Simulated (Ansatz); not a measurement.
# KI (Fm-3m): volume and gaps against pressure

```
K I
1.0
     3.50248    3.50248    0.00000
    -3.50248    3.50248    0.00000
     0.00000    3.50248    3.50248
K I
1 1
Direct
  0.00000 0.00000 0.00000
  0.50000 0.50000 0.00000
```

This is the zero-pressure cell under PBEsol. Cell and atoms are relaxed by PAW (default files of Ansatz 0.2.0, cutoff 420 eV, stress met within about 0.05 GPa) at each pressure, in this structure whether or not another phase would take over; P is the pressure reached, less that of this cell. Levels come from PBEsol, all-electron LAPW in Ansatz 0.2.0, with spin-orbit coupling; k mesh 6×6×6, fixed occupations, basis error target 0.5 meV/atom. Conduction levels are in eV over the valence top (at Γ), at fixed fractional wave vectors. Zone-centre phonons come from finite displacements by PAW, without the LO-TO term.

```tsv
P (GPa)	V/V₀	Γ	X	L	T1u TO (cm⁻¹)
0.00	1.0000	3.547	4.461	5.086	99.2
1.96	?	?	?	?	?
3.98	0.8198	4.046	3.972	5.217	150.8
6.97	0.7537	4.311	3.696	5.250	174.8
9.94	0.7078	4.533	3.459	5.264	193.7
14.96	0.6526	4.852	3.111	5.266	219.2
```

Q: Fit the third-order Birch-Murnaghan equation to the rows shown.

A: With f = [(V₀/V)^(2/3) − 1]/2, the normalised pressure F = P/[3f(1 + 2f)^(5/2)] is 13.5 GPa at f = 0.0708, 14.0 GPa at f = 0.1037, 14.4 GPa at f = 0.1296, 14.9 GPa at f = 0.1646. The line F = B₀[1 + (3/2)(B′ − 4)f] gives B₀ = 12.4 GPa and B′ = 4.8.

Q: What are the volume deformation potentials and pressure coefficients of these levels at zero pressure?

A: 

```csv
level,dE/dlnV (eV),dE/dP = −(dE/dlnV)/B₀ (meV/GPa),mean slope up to 4.0 GPa (meV/GPa)
Γ,-2.12,170.8,125.4
X,1.95,-157.2,-122.9
L,-0.81,65.5,33.0
```

dE/dlnV is the slope of a cubic fit in ln V at V₀. The last column is read from two rows and shows how the slope bends with pressure.

Q: What mode Grüneisen parameters follow?

A: γ = −d ln ω/d ln V at V₀ from a quadratic fit in ln V: T1u 2.30.

Q: What belongs in the row at 1.96 GPa?

A: The fits give V/V₀ = 0.8881 and Γ = 3.825 eV. Computed: V/V₀ = 0.8876, Γ = 3.827, X = 4.194, L = 5.173, T1u TO (cm⁻¹) = 129.3.

Q: Where does the lowest conduction level change its place?

A: From Γ to X near 3.6 GPa, by linear interpolation between the computed rows. Errors in the spacing of the valleys shift these pressures.

Caveats: no other phase was computed; many crystals of this kind change structure within this range, and rows or crossings beyond such a change describe a metastable lattice; the frozen-core PAW files of the relaxations were fitted under PBE, their cores solved anew for this functional; semilocal gaps are low, and the spacing of valleys can be off by tenths of an eV; levels are read at fixed fractional k, so an edge that moves off these points is missed.
